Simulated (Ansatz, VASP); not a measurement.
# One calculation of Zn3SnN2, two programs

```
CELL_PARAMETERS angstrom
-2.32815 2.52435 4.29894
2.32815 -2.52435 4.29894
2.32815 2.52435 -4.29894
ATOMIC_POSITIONS crystal
Zn 0.50000 0.50000 0.00000
Zn 0.22440 0.22440 0.00000
Zn 0.77560 0.77560 0.00000
Sn 0.00000 0.50000 0.50000
N 0.50000 0.00000 0.50000
N 0.00000 0.00000 0.00000
```

Alike in both runs: functional PBE; k mesh 6 × 6 × 6; occupations gaussian, width 0.1 eV; no spin polarisation.

Ansatz relaxed the structure, and its values are those at the end. VASP's run is a single point on that final structure, the one shown.

|  | VASP | Ansatz |
| --- | --- | --- |
| version | VASP 6.6.1 | Ansatz 0.2.0 |
| potentials or method | VASP PAW PBE potentials, release 64 (Zn, Sn_d, N) | scalar-relativistic, plane waves, PAW |
| plane-wave cutoff (eV) | 520 | 420 |
| valence electrons in the cell | 60 | 60 |

```tsv
	VASP	Ansatz	Ansatz less VASP
gap on the k mesh at the Fermi level (eV)	none	none	-
pressure (GPa)	0.3	0.0	-0.29
rms of the force components (eV/Å)	0.020	0.001	-0.0190
```

A gap of «none» marks a metal or a gap that the smearing closes.
